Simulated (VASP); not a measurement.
A run of VASP 6.6.1:

The input POSCAR:

```
HfSiO4
1.0
    2.7327500000     -4.0993300000      0.0000000000
    2.7327500000      4.0993300000      0.0000000000
    0.0000000000      0.0000000000      6.6932500000
Hf Si O
2 2 8
Direct
    0.0000000000      0.0000000000      0.0000000000
    0.0000000000      0.0000000000      0.5000000000
    0.6487630000      0.3512370000      0.2500000000
    0.3512370000      0.6487630000      0.7500000000
    0.2788820000      0.2163840000      0.2500000000
    0.7836160000      0.7211180000      0.2500000000
    0.7588410000      0.2411590000      0.4496100000
    0.7588410000      0.2411590000      0.0503900000
    0.2163840000      0.2788820000      0.7500000000
    0.7211180000      0.7836160000      0.7500000000
    0.2411590000      0.7588410000      0.5503900000
    0.2411590000      0.7588410000      0.9496100000
```

The input INCAR.step1:

```
PREC = Accurate
ENCUT = 520
EDIFF = 1E-6
ISMEAR = 0
SIGMA = 0.03
LREAL = False
LASPH = True
NELM = 100
ALGO = Fast
ISIF = 2
LWAVE = False
LCHARG = True
LMAXMIX = 4
GGA = PE
KPAR = 4
```

The input KPOINTS.step1:

```
regular mesh
0
Gamma
  6 6 4
```

The input INCAR.step2:

```
PREC = Accurate
ENCUT = 520
EDIFF = 1E-6
ISMEAR = -5
SIGMA = 0.03
LREAL = False
LASPH = True
NELM = 100
ALGO = Fast
ISIF = 2
LWAVE = False
LCHARG = False
LMAXMIX = 4
GGA = PE
LORBIT = 11
KPAR = 4
NEDOS = 1001
ICHARG = 11
```

Contents of KPOINTS.step2:

```
regular mesh
0
Gamma
  9 9 6
```

Potentials or basis: VASP PAW PBE potentials, release 64 (Hf_pv, Si, O).

Command:

```bash
$ cat potpaw_PBE.64/Hf_pv/POTCAR potpaw_PBE.64/Si/POTCAR potpaw_PBE.64/O/POTCAR > POTCAR
$ cp INCAR.step1 INCAR
$ cp KPOINTS.step1 KPOINTS
$ mpirun -np 4 vasp_std > vasp.out
$ cp INCAR.step2 INCAR
$ cp KPOINTS.step2 KPOINTS
$ mpirun -np 4 vasp_std > vasp.out
```

Hardware: 4 MPI ranks on Intel(R) Xeon(R) Platinum 8488C (Sapphire Rapids), on a shared host.

How long does it take, and how much memory?

Run time: 3.4 min on 4 MPI ranks on Intel(R) Xeon(R) Platinum 8488C (Sapphire Rapids) (shared host), peak memory 0.62 GiB a rank. Counts: scf iterations 10, k points 100.
